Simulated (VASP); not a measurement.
# Si (I4/mmm) in VASP: a series of runs

The runs below take Si through single point, with PBE.

Everything below comes from runs of VASP 6.6.1. Logs are shortened: lines on timing, memory, paths and dates and some standing lists are left out, and cuts for length are marked.

## (1) The structure

Symmetry: I4/mmm, No. 139, tetragonal system. The conventional cell has a = 6.651 Å, b = 6.651 Å, c = 3.845 Å, α = 90.00°, β = 90.00°, γ = 90.00°. Si (site symmetry m2m) is surrounded by 4 Si at 2.34 to 2.38 Å.

This isn't the form of Si at room conditions, which is diamond.

## (2) Single point, PBE

INCAR

```
SYSTEM = Si
ALGO = Fast
EDIFF = 1E-7
ENCUT = 520
GGA = PE
ISIF = 2
ISMEAR = 0
LASPH = .TRUE.
LCHARG = .FALSE.
LREAL = .FALSE.
LWAVE = .FALSE.
NBANDS = 16
NELM = 100
PREC = Accurate
SIGMA = 0.03
```

KPOINTS

```
k-points
0
G
  10 10 10
  0 0 0
```

POSCAR

```
Si
1.0
   -3.3254442900      3.3254442900      1.9223856600
    3.3254442900     -3.3254442900      1.9223856600
    3.3254442900      3.3254442900     -1.9223856600
Si
4
Direct
    0.1788010600      0.1788010600      0.3576021200
    0.8211989400      0.8211989400      0.6423978800
    0.1788010600      0.8211989400      0.0000000000
    0.8211989400      0.1788010600      0.0000000000
```

Potentials or basis: VASP PAW PBE potentials, release 64 (Si).

Run with:

```
> cat potpaw_PBE.64/Si/POTCAR > POTCAR
> mpirun -np 1 vasp_std > vasp.out
```

OUTCAR:

```text
SYSTEM = Si
   EDIFF = 1E-7
   ENCUT = 520
   GGA = PE
   ISIF = 2
   ISMEAR = 0
   LASPH = .TRUE.
   LREAL = .FALSE.
   NELM = 100
   PREC = Accurate

 ion  position               nearest neighbor table
   1  0.179  0.179  0.358-   2 2.34   2 2.34   3 2.38   4 2.38
   2  0.821  0.821  0.642-   1 2.34   1 2.34   4 2.38   3 2.38
   3  0.179  0.821  0.000-   4 2.34   4 2.34   2 2.38   1 2.38
   4  0.821  0.179  0.000-   3 2.34   3 2.34   2 2.38   1 2.38

  LATTYP: Found a body centered tetragonal cell.
 ALAT       =     6.6508885800
 C/A-ratio  =     0.5780838566

  Lattice vectors:

 A1 = (  -3.3254442900,   3.3254442900,   1.9223856600)
 A2 = (   3.3254442900,  -3.3254442900,   1.9223856600)
 A3 = (   3.3254442900,   3.3254442900,  -1.9223856600)

Analysis of symmetry for initial positions (statically):
=====================================================================
 Subroutine PRICEL returns:
 Original cell was already a primitive cell.

 Routine SETGRP: Setting up the symmetry group for a
 body centered tetragonal supercell.

 Subroutine GETGRP returns: Found 16 space group operations
 (whereof 16 operations were pure point group operations)
 out of a pool of 16 trial point group operations.

The static configuration has the point symmetry D_4h.

Analysis of symmetry for dynamics (positions and initial velocities):
=====================================================================
 Subroutine PRICEL returns:
 Original cell was already a primitive cell.

 Routine SETGRP: Setting up the symmetry group for a
 body centered tetragonal supercell.

 Subroutine GETGRP returns: Found 16 space group operations
 (whereof 16 operations were pure point group operations)
 out of a pool of 16 trial point group operations.

The dynamic configuration has the point symmetry D_4h.

 Subroutine INISYM returns: Found 16 space group operations
 (whereof 16 operations are pure point group operations),
 and found     1 'primitive' translations

----------------------------------------------------------------------------------------

                                     Primitive cell

[... 87 lines left out ...]
   ICHARG =      2    charge: 1-file 2-atom 10-const
   ISPIN  =      1    spin polarized calculation?
   LNONCOLLINEAR =      F non collinear calculations
   LSORBIT =      F    spin-orbit coupling
   LASPH  =      T    aspherical Exc in radial PAW
   ENCUT  =  520.0 eV  38.22 Ry    6.18 a.u.   9.45  9.45  9.45*2*pi/ulx,y,z
   NELM   =    100;   NELMIN=  2; NELMDL= -5     # of ELM steps
   EDIFF  = 0.1E-06   stopping-criterion for ELM
   LREAL  =      F    real-space projection
   EDIFFG = 0.1E-05   stopping-criterion for IOM
   NSW    =      0    number of steps for IOM
   IBRION =     -1    ionic relax: 0-MD 1-quasi-New 2-CG
   NFREE  =      0    steps in history (QN), initial steepest desc. (CG)
   ISIF   =      2    stress and relaxation
   ISYM   =      2    0-nonsym 1-usesym 2-fastsym
   POTIM  = 0.5000    time-step for ionic-motion
   TEBEG  =    0.0;   TEEND  =   0.0 temperature during run
   PSTRESS=    0.0 pullay stress
   NELECT =      16.0000    total number of electrons
   NUPDOWN=      -1.0000    fix difference up-down
   EMIN   =  10.00;   EMAX   =-10.00  energy-range for DOS
   EFERMI =   0.00;   METHOD = LEGACY
   ISMEAR =     0;   SIGMA  =   0.03  broadening in eV -4-tet -1-fermi 0-gaus
   EFERMI_NEDOS =   21; number of points for ismear=-14 and -15
   IALGO  =     68    algorithm
   IMIX   =      4    mixing-type and parameters
     AMIX     =   0.40;   BMIX     =  1.00
     AMIX_MAG =   1.60;   BMIX_MAG =  1.00
  volume/ion in A,a.u.               =      21.26       143.46
  Fermi-wavevector in a.u.,A,eV,Ry     =   0.938098  1.772748 11.973506  0.880028
  Thomas-Fermi vector in A             =   2.065276
   LORBIT       =      0    0 simple, 1 ext, 2 COOP (PROOUT), +10 PAW based schemes
   GGA     = PE    functional components
   LHFCALC =     F    Hartree Fock is set to
   AEXX    =    0.0000 exact exchange contribution
   IVDW    =     0    specifies the selected vdW correction
   LEPSILON=     F    determine dielectric tensor
   LRPA    =     F    only Hartree local field effects (RPA)
 non-spin polarized calculation
 RMM-DIIS sequential band-by-band and
 Gauss-broadening in eV      SIGMA  =   0.03
  energy-cutoff  :      520.00
  volume of cell :       85.04
 maximum number of plane-waves:      2319
 NGX is ok and might be reduce to    40
   NGX = 19   NGY = 19   NGZ = 19

 number of electron      16.0000000 magnetization

 Free energy of the ion-electron system (eV)
  ---------------------------------------------------
  ext. energy  EPLUGINS =         0.00000000
  ---------------------------------------------------
  free energy    TOTEN  =       -21.29006384 eV

  energy without entropy =      -21.29006384  energy(sigma->0) =      -21.29006384

 E-fermi :   5.6147     XC(G=0):  -9.0826

 val. band max:        5.4508038679   @ k =   0.5000   0.5000   0.5000
 cond. band min:       5.8108286278   @ k =  -0.1000  -0.2000   0.1000
 fundamental gap:      0.3600247599
 Fermi energy:         5.6147423207

 k-point     1 :       0.0000    0.0000    0.0000
  band No.  band energies     occupation
      1      -6.5962      2.00000
      2      -2.3766      2.00000
      3      -0.1172      2.00000
      4      -0.1172      2.00000
      5       1.6965      2.00000
      6       3.9562      2.00000
[... 433 lines left out ...]
      3      -1.6607      2.00000
      4       0.4012      2.00000
      5       1.2568      2.00000
      6       2.4839      2.00000
[... 8 lines left out ...]
     15      11.5730      0.00000
     16      12.2715      0.00000

 [... further k-points ...]
[... 5 lines left out ...]
  --------------------------------------------------------------------------------------
  -------------------------------------------------------------------------------------
  Total        0.6962974      0.6962974      0.6663998      0.0000000      0.0000000      0.0000000
  in kB       13.1191447     13.1191447     12.5558344      0.0000000      0.0000000      0.0000000
  external PRESSURE =      12.9313746 kB  Pullay stress =       0.0000000 kB

 VOLUME and BASIS-vectors are now :
 -----------------------------------------------------------------------------
  energy-cutoff  :      520.00
  volume of cell :       85.04
      direct lattice vectors                 reciprocal lattice vectors
    -3.325444290  3.325444290  1.922385660     0.000000000  0.150355849  0.260093492
     3.325444290 -3.325444290  1.922385660     0.150355849  0.000000000  0.260093492
     3.325444290  3.325444290 -1.922385660     0.150355849  0.150355849  0.000000000

 POSITION                                       TOTAL-FORCE (eV/Angst)
 -----------------------------------------------------------------------------------
      1.18919      1.18919     -0.00000        -0.005835     -0.005835      0.000000
      2.13626      2.13626      1.92239         0.005835      0.005835     -0.000000
      2.13626     -2.13626      1.92239         0.005835     -0.005835     -0.000000
     -2.13626      2.13626      1.92239        -0.005835      0.005835     -0.000000
 -----------------------------------------------------------------------------------
    total drift:                               -0.000000     -0.000000      0.000000

  FREE ENERGIE OF THE ION-ELECTRON SYSTEM (eV)
  ---------------------------------------------------
  free  energy   TOTEN  =       -21.2900638411 eV

  energy  without entropy=      -21.2900638411  energy(sigma->0) =      -21.29006384
```

stdout:

```text
POSCAR found type information on POSCAR Si
 POSCAR found :  1 types and       4 ions
 scaLAPACK will be used
 LDA part: xc-table for (Slater+PW92), standard interpolation
 POSCAR, INCAR and KPOINTS ok, starting setup
 FFT: planning ... GRIDC
 FFT: planning ... GRID_SOFT
 FFT: planning ... GRID
 WAVECAR not read
 entering main loop
```

Wall time 2.7 min (1 thread of Intel Xeon Platinum 8175M at 2.50GHz (Skylake/Cascade Lake), shared host); peak memory 0.29 GiB.

What came out:

```yaml
Free_energy: -21.2901 eV
Pressure: 1.3 GPa
Largest_force: 0.008 eV/Å
Band_gap_on_the_k_mesh: 0.36 eV, indirect (least direct gap 0.39 eV)
```

Forces on the atoms (eV/Å):
```
Si  -0.006 -0.006  0.000
Si   0.006  0.006  0.000
Si   0.006 -0.006  0.000
Si  -0.006  0.006  0.000
```

Levels at points of the mesh, in eV from the valence-band top:
| k point | band 6 | band 7 | band 8 | band 9 | band 10 | band 11 |
| --- | --- | --- | --- | --- | --- | --- |
| (0.00, 0.00, 0.00) | -1.49 | -1.49 | -0.56 | 1.43 | 1.59 | 1.59 |
| (0.50, 0.00, 0.00) | -3.48 | -2.38 | -1.43 | 0.85 | 2.38 | 3.04 |
| (0.50, 0.50, 0.00) | -2.01 | -1.88 | -1.63 | 1.63 | 1.91 | 1.97 |
| (0.50, 0.50, 0.50) | -0.23 | 0.00 | 0.00 | 0.39 | 3.21 | 3.48 |

A k mesh can miss the band edges. A hybrid or GW would open this gap; PBE tends to underestimate it.

## (3) Single point, PBE

INCAR

```
SYSTEM = Si
PREC = Accurate
ENCUT = 520
EDIFF = 1E-6
ISMEAR = 0
SIGMA = 0.03
LREAL = .False.
LASPH = .True.
NELM = 100
ALGO = Fast
ISIF = 2
LWAVE = .False.
LCHARG = .False.
GGA = PE
NBANDS = 16
```

KPOINTS

```
regular mesh
0
Gamma
  12 12 12
  0 0 0
```

POSCAR is that of step 2.

Potentials or basis: VASP PAW PBE potentials, release 64 (Si).

Run with:

```
> cat potpaw_PBE.64/Si/POTCAR > POTCAR
> mpirun -np 1 vasp_std > vasp.out
```

It took 3.9 min on 1 thread of Intel Xeon Platinum 8175M at 2.50GHz (Skylake/Cascade Lake), shared host; peak memory 0.33 GiB.

The run converged. Its results:

```
Free energy            : -21.2903 eV
Pressure               : 1.3 GPa
Largest force          : 0.008 eV/Å
Band gap on the k mesh : 0.26 eV, indirect (least direct gap 0.39 eV)
```

Forces on the atoms (eV/Å):
```
Si  -0.006 -0.006  0.000
Si   0.006  0.006  0.000
Si   0.006 -0.006  0.000
Si  -0.006  0.006  0.000
```

Levels at points of the mesh, in eV from the valence-band top:
```
           k point  band 6  band 7  band 8  band 9  band 10  band 11
(0.00, 0.00, 0.00)   -1.49   -1.49   -0.56    1.43     1.59     1.59
(0.50, 0.00, 0.00)   -3.48   -2.38   -1.43    0.85     2.38     3.04
(0.50, 0.50, 0.00)   -2.01   -1.88   -1.63    1.63     1.91     1.97
(0.50, 0.50, 0.50)   -0.23    0.00    0.00    0.39     3.21     3.48
```

A k mesh can miss the band edges. Expect the measured gap to be larger: semilocal functionals such as PBE lack the derivative discontinuity.
